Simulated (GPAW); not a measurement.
The system is Ta.

```xyz
1
Lattice="-1.6513 1.6513 1.6513 1.6513 -1.6513 1.6513 1.6513 1.6513 -1.6513" Properties=species:S:1:pos:R:3 pbc="T T T"
Ta    0.0000    0.0000    0.0000
```

Base run:

* Program: GPAW 26.7.0
* Functional: LDA
* Potentials or basis: the program's PAW data sets (release 1.2.1) made for this functional
* Cutoff: 600 eV
* Basis: pw
* k mesh: 11 × 11 × 11
* Occupations: fermi-dirac, width 0.05 eV
* Spin: no spin polarisation

Its results: pressure -9.5 GPa.

Task: After a change of settings the same cell gave: pressure 6.6 GPa. Which change was it?
A. functional from LDA to r2SCAN; potentials or basis from the program's PAW data sets (release 1.2.1) made for this functional to GPAW PAW data sets (gpaw-data 1.2.1)
B. functional from LDA to RPBE
C. functional from LDA to PBEsol; potentials or basis from the program's PAW data sets (release 1.2.1) made for this functional to PAW data sets generated in the run's folder for this functional

Result: B.

RPBE binds less tightly than LDA, so the same cell stands under more pressure.

Runs at the PBE level aren't shown here.
